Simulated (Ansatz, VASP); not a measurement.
**Sc in VASP and in Ansatz**

POSCAR

```
Sc
1.0
    0.0000000000      2.2819383596      2.2477950000
    2.2819383596      0.0000000000      2.2477950000
    2.2819383596      2.2819383596      0.0000000000
Sc
1
Direct
    0.0000000000      0.0000000000      0.0000000000
```

The input INCAR.step1:

```
SYSTEM = Sc
PREC = Accurate
ENCUT = 520
ISMEAR = -1
SIGMA = 0.03
LREAL = .False.
LASPH = .True.
NELM = 80
NBANDS = 12
GGA = PE
ALGO = Normal
EDIFF = 1E-4
LWAVE = .True.
LCHARG = .False.
```

INCAR.step2

```
SYSTEM = Sc
PREC = Accurate
ENCUT = 520
EDIFF = 1E-8
ISMEAR = -1
SIGMA = 0.03
LREAL = .False.
LASPH = .True.
NELM = 80
ALGO = Normal
ISIF = 2
LWAVE = .False.
LCHARG = .False.
METAGGA = R2SCAN
LMIXTAU = .True.
LEFG = .True.
NBANDS = 12
ISTART = 1
```

KPOINTS

```
regular mesh
0
Gamma
  12 12 12
  0 0 0
```

Input for Ansatz:

```yaml
crystal:
  lattice:
    - [0.0, 2.2819383596, 2.247795]
    - [2.2819383596, 0.0, 2.247795]
    - [2.2819383596, 2.2819383596, 0.0]
  atoms:
    - { symbol: Sc, position: [0.0, 0.0, 0.0] }
kpoints:
  mp_grid: { grid: [12, 12, 12] }
scf:
  occupations: { method: fermi_dirac, width: 0.03 }
  convergence: { dr2_threshold: 1.0e-08 }
hamiltonian:
  xc: r2scan
  pseudopotentials: { kind: all_electron, datasets: crystal }
output:
  forces: true
  stress: true
  eigenvalues: true
  efg: { contact_densities: true }
```

This isn't the form of Sc at room conditions, which is hcp.

Alike in both runs: task electric field gradients; functional r2SCAN; k mesh 12 × 12 × 12; occupations fermi-dirac, width 0.03 eV; no spin polarisation.

|  | VASP | Ansatz |
| --- | --- | --- |
| version | VASP 6.6.1 | Ansatz 0.2.0 |
| potentials or method | VASP PAW PBE potentials, release 64 (Sc_sv) | all-electron PAW with datasets made for the crystal, scalar-relativistic |
| plane-wave cutoff (eV) | 520 | see its input |

```csv
,VASP,Ansatz,Ansatz less VASP
gap on the k mesh at the Fermi level (eV),none,none,-
pressure (GPa),4.1,3.9,-0.23
largest component of the traceless stress (GPa),0.20,0.20,-0.004
```

A gap of «none» marks a metal or a gap that the smearing closes. Ansatz ran all-electron here, so the differences hold the error of VASP's frozen core and of both bases.

Caveats: the PAW data sets were made with another functional, which shifts forces and pressure a little (VASP).
